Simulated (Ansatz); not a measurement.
The system is CoO.

```xyz
2
Lattice="1.5055 0.8692 2.4399 -1.5055 0.8692 2.4399 0.0000 -1.7384 2.4399" Properties=species:S:1:pos:R:3 pbc="T T T"
Co    0.0000    0.0000    0.0000
O     0.0000    0.0000    3.6599
```

The cell is a database's computed one.

Base run:

| Property | Result |
| --- | --- |
| Program | Ansatz 0.2.0 |
| Functional | PBEsol |
| Potentials or basis | Ansatz PAW |
| Cutoff | 420 eV (not typed: the program's choice for these potentials) |
| k mesh | 11 × 11 × 11 |
| Occupations | fermi-dirac, width 0.05 eV |
| Spin | collinear spin, ferromagnetic start |
| Starting moments | [2.0, 0.0] μB |
| Hubbard terms | Co d U = 4 eV |

Its results: band gap on the k mesh 1.42 eV, indirect (least direct gap 2.32 eV); pressure 2.2 GPa; net moment 3.00 μB per cell; site moments Co +2.60; O +0.23 μB.

Task: After a change of settings the same cell gave: band gap on the k mesh 0.34 eV, indirect (least direct gap 1.20 eV); pressure -0.9 GPa; net moment 3.00 μB per cell; site moments Co +2.56; O +0.28 μB. Which change was it?
A. hubbard terms from Co d U = 4 eV to Co d U = 6 eV
B. hubbard terms from Co d U = 4 eV to Co d U = 2 eV
C. hubbard terms from Co d U = 4 eV to none; hubbard projectors from ortho-atomic (the default) to none

Result: B.

Caveats: the magnetic or orbital state may not be the lowest; a cell with one magnetic atom can't hold antiferromagnetic order, which such compounds often take; the PAW data sets come from PBE, with cores solved anew for the run's functional, which leaves a small shift of forces and pressure.
